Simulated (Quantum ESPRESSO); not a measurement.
# CeO2 (Fm-3m) in Quantum ESPRESSO: notebook, part 2 of 2

Quantum ESPRESSO 7.5.

**4. Single point, PBE+U, collinear spin, ferromagnetic start**

pw.in reads:

```
&CONTROL
  calculation = 'scf'
  prefix = 'pwscf'
  outdir = './tmp'
  pseudo_dir = './pseudo'
  tprnfor = .true.
  tstress = .true.
  disk_io = 'nowf'
/
&SYSTEM
  ibrav = 0
  A = 3.8235385
  nat = 3
  ntyp = 2
  ecutwfc = 55
  ecutrho = 440
  nbnd = 22
  occupations = 'smearing'
  smearing = 'fd'
  degauss = 0.00367493
  nspin = 2
  starting_magnetization(1) = 0.0833
  starting_magnetization(2) = 0
/
&ELECTRONS
  conv_thr = 6d-10
  electron_maxstep = 120
  mixing_beta = 0.3
/
ATOMIC_SPECIES
Ce   140.1160 Ce.paw.z_12.atompaw.wentzcovitch.v1.2.upf
O     15.9990 O.pbe-n-kjpaw_psl.0.1.UPF
CELL_PARAMETERS alat
   0.0000000000    0.7071067808    0.7071067808
   0.7071067808    0.0000000000    0.7071067808
   0.7071067808    0.7071067808    0.0000000000
ATOMIC_POSITIONS alat
Ce     0.0000000000    0.0000000000    0.0000000000
O      1.0606601712    1.0606601712    1.0606601712
O      0.3535533904    0.3535533904    0.3535533904
K_POINTS automatic
9 9 9 0 0 0
HUBBARD {atomic}
U Ce-4f 3.0
```

The run is started by

```sh
OMP_NUM_THREADS=1 pw.x -in pw.in > pw.out
```

It took 2.1 min on 1 thread of Arm Neoverse V1, shared host; peak memory 0.49 GiB.

It converged, with:

* Free energy: -7696.9823 eV
* Pressure: 9.0 GPa
* Band gap on the k mesh: 2.10 eV, indirect (least direct gap 2.21 eV)
* Net moment: 0.00 μB per cell
* Absolute moment: 0.00 μB per cell
* Valence electrons inside the program's atomic spheres: Ce 7.06; O 6.23

Levels at points of the mesh, in eV from the valence-band top:
Spin up:
| k point | band 8 | band 9 | band 10 | band 11 | band 12 | band 13 | band 14 | band 15 | band 16 | band 17 |
| --- | --- | --- | --- | --- | --- | --- | --- | --- | --- | --- |
| (0.00, 0.00, 0.00) | -3.98 | -3.98 | -0.46 | -0.46 | -0.46 | 2.22 | 2.47 | 2.47 | 2.47 | 2.89 |
Spin down:
```
           k point  band 9  band 10  band 11  band 12  band 13  band 14  band 15  band 16
(0.00, 0.00, 0.00)   -3.98    -0.46    -0.46    -0.46     2.22     2.47     2.47     2.47
```

Eigenvalues of the final occupation matrices:
```csv
site,spin,trace,eigenvalues
Ce 1 4f,1,0.57,0.05 0.05 0.05 0.07 0.07 0.07 0.20
Ce 1 4f,2,0.57,0.05 0.05 0.05 0.07 0.07 0.07 0.20
```

Caveat: the magnetic or orbital state may not be the lowest; spin-orbit coupling is left out, which moves the levels of the heavy elements; an odd mesh through Γ misses points on the zone boundary, where band edges often lie.

**5. Single point, PBE+U, collinear spin, ferromagnetic start**

Changes to pw.in since step 4:

```diff
@@ -43,2 +43,2 @@
 HUBBARD {atomic}
-U Ce-4f 3.0
+U Ce-4f 4.0
```

Potentials or basis: SSSP 1.3 efficiency PBE.

The run is started by

```sh
OMP_NUM_THREADS=1 pw.x -in pw.in > pw.out
```

pw.out:

```text
This program is part of the open-source Quantum ESPRESSO suite
     for quantum simulation of materials; please cite
         "P. Giannozzi et al., J. Phys.:Condens. Matter 21 395502 (2009);
         "P. Giannozzi et al., J. Phys.:Condens. Matter 29 465901 (2017);
         "P. Giannozzi et al., J. Chem. Phys. 152 154105 (2020);
     in publications or presentations arising from this work. More details at

     file Ce.paw.z_12.atompaw.wentzcovitch.v1.2.upf: wavefunction(s)  6S 0P 5D 0D 4F 0F renormalized
     file O.pbe-n-kjpaw_psl.0.1.UPF: wavefunction(s)  2P renormalized
     Message from routine setup:
     using ibrav=0 with symmetry is DISCOURAGED, use correct ibrav instead

     G-vector sticks info
     --------------------
     sticks:   dense  smooth     PW     G-vecs:    dense   smooth      PW
     Sum        1585     793    241                41559    14649    2445

     Using Slab Decomposition

     bravais-lattice index     =            0
     lattice parameter (alat)  =       7.2254  a.u.
     unit-cell volume          =     266.7338 (a.u.)^3
     number of atoms/cell      =            3
     number of atomic types    =            2
     number of electrons       =        24.00
     number of Kohn-Sham states=           22
     kinetic-energy cutoff     =      55.0000  Ry
     charge density cutoff     =     440.0000  Ry
     scf convergence threshold =      6.0E-10
     mixing beta               =       0.3000
     number of iterations used =            8  plain     mixing
     Exchange-correlation= SLA  PW   PBX  PBC
                           (   1   4   3   4   0   0   0)
     Hubbard projectors: atomic
     Hubbard parameters of DFT+U (Dudarev formulation) in eV:
     U(Ce-4f) =  4.0000

     Internal variables: lda_plus_u =T, lda_plus_u_kind = 0

     Internal variables: orbital_resolved =F, hub_pot_fix =F, apply_U = F

     celldm(1)=   7.225441  celldm(2)=   0.000000  celldm(3)=   0.000000
     celldm(4)=   0.000000  celldm(5)=   0.000000  celldm(6)=   0.000000

     crystal axes: (cart. coord. in units of alat)
               a(1) = (   0.000000   0.707107   0.707107 )
               a(2) = (   0.707107   0.000000   0.707107 )
               a(3) = (   0.707107   0.707107   0.000000 )

     reciprocal axes: (cart. coord. in units 2 pi/alat)
[... 396 lines left out ...]

     End of self-consistent calculation

     =================== HUBBARD OCCUPATIONS ===================
     ------------------------ ATOM    1 ------------------------
     Tr[ns(  1)] (up, down, total) =   0.53251  0.53250  1.06501
     Atomic magnetic moment for atom   1 =   0.00001
     SPIN  1
     eigenvalues:
       0.043  0.043  0.043  0.069  0.069  0.069  0.197
     eigenvectors (columns):
      -0.000 -0.000  0.000  0.003  0.995  0.103  0.000
       0.606  0.506  0.045  0.582  0.018 -0.190 -0.000
       0.010 -0.081  0.786  0.191 -0.060  0.579  0.000
       0.642 -0.761 -0.087  0.000  0.000  0.000  0.000
       0.000  0.000  0.000 -0.000  0.000  0.000 -1.000
       0.469  0.392  0.035 -0.751 -0.023  0.245  0.000
      -0.008  0.063 -0.609  0.246 -0.078  0.747  0.000
     occupation matrix ns (before diag.):
[... 14 lines left out ...]
       0.982  0.095 -0.164 -0.000 -0.000 -0.000  0.000
       0.000 -0.000  0.000  0.000 -0.000 -0.000 -1.000
       0.098  0.028  0.604  0.734  0.062 -0.286  0.000
      -0.062  0.609 -0.018 -0.292  0.169 -0.715  0.000
     occupation matrix ns (before diag.):
       0.069  0.000  0.000  0.000 -0.000  0.000  0.000
       0.000  0.053 -0.000  0.000  0.000 -0.013 -0.000
       0.000 -0.000  0.053  0.000 -0.000  0.000  0.013
       0.000  0.000  0.000  0.043 -0.000 -0.000  0.000
      -0.000  0.000 -0.000 -0.000  0.197 -0.000 -0.000
       0.000 -0.013  0.000 -0.000 -0.000  0.059  0.000
       0.000 -0.000  0.013  0.000 -0.000  0.000  0.059

     Number of occupied Hubbard levels =    1.0650

 ------ SPIN UP ------------

          k = 0.0000 0.0000 0.0000 (  1837 PWs)   bands (ev):

   -22.1027  -5.1429  -4.1064  -4.1064  -4.1064  -4.0194   7.2531   7.2531
     7.2531  10.8610  10.8610  10.8610  13.3910  13.8178  13.8178  13.8178
    14.1650  14.1650  14.1650  16.8800  16.8800  18.0733
[... 201 lines left out ...]
   -21.8461  -7.1803  -6.7938  -4.6574  -2.3216  -1.7890   8.2911   8.8640
     9.8861  10.2295  10.5347  10.7684  13.5118  13.6163  13.6262  13.8111
    13.8663  13.8842  13.9957  17.2622  18.3725  19.8435

 ------ SPIN DOWN ----------

          k = 0.0000 0.0000 0.0000 (  1837 PWs)   bands (ev):

   -22.1027  -5.1429  -4.1064  -4.1064  -4.1064  -4.0194   7.2531   7.2531
     7.2531  10.8610  10.8610  10.8610  13.3911  13.8178  13.8178  13.8178
    14.1650  14.1650  14.1650  16.8800  16.8800  18.0732
[... 201 lines left out ...]
   -21.8461  -7.1803  -6.7938  -4.6574  -2.3216  -1.7891   8.2911   8.8640
     9.8861  10.2295  10.5347  10.7684  13.5118  13.6163  13.6262  13.8111
    13.8663  13.8842  13.9958  17.2622  18.3725  19.8434

     the Fermi energy is    12.2939 ev

!    total energy              =    -565.68185456 Ry
     total all-electron energy =      -783.375639 Ry
     estimated scf accuracy    <          3.0E-10 Ry
     smearing contrib. (-TS)   =      -0.00000000 Ry
     internal energy E=F+TS    =    -565.68185456 Ry

     The total energy is F=E-TS. E is the sum of the following terms:
     one-electron contribution =     -10.40733587 Ry
     hartree contribution      =      24.23672463 Ry
     xc contribution           =     -28.76512814 Ry
     ewald contribution        =    -127.19791849 Ry
     Hubbard energy            =       0.13934529 Ry
     one-center paw contrib.   =    -423.68754198 Ry

     total magnetization       =     0.00 Bohr mag/cell
     absolute magnetization    =     0.00 Bohr mag/cell

     convergence has been achieved in  20 iterations

     Forces acting on atoms (cartesian axes, Ry/au):

     atom    1 type  1   force =     0.00000000    0.00000000    0.00000000
     atom    2 type  2   force =     0.00000000    0.00000000   -0.00000000
     atom    3 type  2   force =    -0.00000000   -0.00000000    0.00000000

     Total force =     0.000000     Total SCF correction =     0.000000

     Computing stress (Cartesian axis) and pressure

          total   stress  (Ry/bohr**3)                   (kbar)     P=       98.73
   0.00067118  -0.00000000  -0.00000000           98.73       -0.00       -0.00
  -0.00000000   0.00067118  -0.00000000           -0.00       98.73       -0.00
  -0.00000000  -0.00000000   0.00067118           -0.00       -0.00       98.73

=------------------------------------------------------------------------------=
   JOB DONE.
=------------------------------------------------------------------------------=
```

Run time: 2.7 min. Hardware: 1 thread of Arm Neoverse V1, shared host; peak memory 0.5 GiB.

Results:

* Free energy: -7696.4937 eV
* Pressure: 9.9 GPa
* Band gap on the k mesh: 2.10 eV, indirect (least direct gap 2.27 eV)
* Net moment: 0.00 μB per cell
* Absolute moment: 0.00 μB per cell
* Valence electrons inside the program's atomic spheres: Ce 7.04; O 6.24

Eigenvalues of the final occupation matrices:
```csv
site,spin,trace,eigenvalues
Ce 1 4f,1,0.53,0.04 0.04 0.04 0.07 0.07 0.07 0.20
Ce 1 4f,2,0.53,0.04 0.04 0.04 0.07 0.07 0.07 0.20
```

Caveat: the magnetic or orbital state may not be the lowest; spin-orbit coupling is left out, which moves the levels of the heavy elements; an odd mesh through Γ misses points on the zone boundary, where band edges often lie. The state reached can hang on the start; a lower one may exist.

**6. Overview**

```csv
U,gap on the mesh (eV),pressure (GPa),moment (μB)
Ce f U = 1 eV,2.04,7.3,0.00
Ce f U = 2 eV,2.07,8.1,0.00
Ce f U = 3 eV,2.10,9.0,0.00
Ce f U = 4 eV,2.10,9.9,0.00
```

Alike in all rows: task single point; level PBE+U; potentials or basis SSSP 1.3 efficiency PBE; spin collinear, ferromagnetic start; cell as given; k mesh 9 × 9 × 9; cutoff (eV) 748; smearing fermi-dirac 0.05 eV.

On the cell as given the gap runs from 2.04 eV (PBE+U) to 2.10 eV (PBE+U).

Caveats: the magnetic or orbital state may not be the lowest; spin-orbit coupling is left out, which moves the levels of the heavy elements; an odd mesh through Γ misses points on the zone boundary, where band edges often lie.

Total energies depend on the potentials used, so only differences within one code and one set of settings carry meaning.
